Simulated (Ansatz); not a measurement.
HCOOH on a (100) slab of TiB2 (P6/mmm (No. 191)), 9 planes, outer planes B (top) and B (bottom), 1 a cell of 38.2 Å², relaxed and still whole (its atoms last):

```yaml
crystal:
  lattice:
    - [6.00746, 0.00000, 0.00000]
    - [0.00000, 6.36331, 0.00000]
    - [0.00000, 0.00000, 27.84951]
  atoms:
    - { symbol: B, position: [0.50000, 0.25000, 0.28726] }
    - { symbol: B, position: [0.50000, 0.75000, 0.28726] }
    - { symbol: B, position: [0.00000, 0.25000, 0.28726] }
    - { symbol: B, position: [0.00000, 0.75000, 0.28726] }
    - { symbol: Ti, position: [0.25000, 0.00000, 0.31839] }
    - { symbol: Ti, position: [0.25000, 0.50000, 0.31839] }
    - { symbol: Ti, position: [0.75000, 0.00000, 0.31839] }
    - { symbol: Ti, position: [0.75000, 0.50000, 0.31839] }
    - { symbol: B, position: [0.50000, 0.25000, 0.34953] }
    - { symbol: B, position: [0.50000, 0.75000, 0.34953] }
    - { symbol: B, position: [0.00000, 0.25000, 0.34953] }
    - { symbol: B, position: [0.00000, 0.75000, 0.34953] }
    - { symbol: B, position: [0.75000, 0.25000, 0.38066] }
    - { symbol: B, position: [0.75000, 0.75000, 0.38066] }
    - { symbol: B, position: [0.25000, 0.25000, 0.38066] }
    - { symbol: B, position: [0.25000, 0.75000, 0.38066] }
    - { symbol: Ti, position: [0.50058, 0.99992, 0.41242] }
    - { symbol: Ti, position: [0.50153, 0.50015, 0.41228] }
    - { symbol: Ti, position: [0.99918, 0.00018, 0.41242] }
    - { symbol: Ti, position: [0.99827, 0.49996, 0.41224] }
    - { symbol: B, position: [0.75011, 0.24898, 0.44401] }
    - { symbol: B, position: [0.74996, 0.75105, 0.44401] }
    - { symbol: B, position: [0.24996, 0.24914, 0.44317] }
    - { symbol: B, position: [0.25000, 0.75116, 0.44312] }
    - { symbol: B, position: [0.99990, 0.24906, 0.47462] }
    - { symbol: B, position: [0.99993, 0.75063, 0.47458] }
    - { symbol: B, position: [0.50029, 0.24957, 0.47462] }
    - { symbol: B, position: [0.49990, 0.75081, 0.47469] }
    - { symbol: Ti, position: [0.74999, 0.99936, 0.51711] }
    - { symbol: Ti, position: [0.75013, 0.50018, 0.50920] }
    - { symbol: Ti, position: [0.25002, 0.00044, 0.50784] }
    - { symbol: Ti, position: [0.25006, 0.50015, 0.50572] }
    - { symbol: B, position: [0.01118, 0.25837, 0.53475] }
    - { symbol: B, position: [0.01236, 0.74506, 0.53470] }
    - { symbol: B, position: [0.49120, 0.25551, 0.53479] }
    - { symbol: B, position: [0.48955, 0.74435, 0.53443] }
    - { symbol: O, position: [0.61548, 0.73725, 0.63486] }
    - { symbol: C, position: [0.71939, 0.91955, 0.63644] }
    - { symbol: O, position: [0.77329, 0.02905, 0.60210] }
    - { symbol: H, position: [0.58352, 0.70476, 0.59984] }
    - { symbol: H, position: [0.75606, 0.96790, 0.67369] }
```

Theory: Ansatz 0.2.0, DFT PBE+D3(BJ), scalar-relativistic, plane waves, PAW. Cutoff 420 eV; k points 3×3×1 on the computed 41-atom cell (Γ-centred); Gaussian smearing, width 0.10 eV; no spin polarisation. The cell repeats along c with a dipole correction in the vacuum.

It binds with 0.42 eV a molecule against the clean slab and the free molecule (no zero-point or thermal terms); its shortest contact is H–B 1.92 Å. Take first-order desorption with no barrier to adsorption, no reaction on the face and an assumed prefactor of 10^13 s⁻¹.

Q: How long does a molecule stay at 473 K?

A: τ = ν⁻¹·exp(E/k_BT) with k_BT = 0.0408 eV: E/k_BT = 10.3, so τ ≈ 3×10^-9 s. At about one hit a site a second (10⁻⁶ mbar) the coverage is near τ × 1 s⁻¹, so a layer needs roughly 3×10^2 mbar.

Q: Where does its peak lie in a desorption experiment heated at 5 K/s?

A: The peak obeys E/(k_B·T_p²) = (ν/β)·exp(−E/k_BT_p). Solving gives T_p ≈ 162 K (E/k_BT_p = 30.0). An error of 0.1 eV in E moves it by about 39 K, and larger molecules have larger prefactors, which lowers it.

Q: Is this physisorption or chemisorption?

A: The tightest contact, O–Ti 2.38 Å, is 1.05 times the sum of covalent radii, and deformation and lateral interaction add up to +0.28 eV. This is chemisorption.

Spin polarisation was left out, and a magnetic state may lie lower.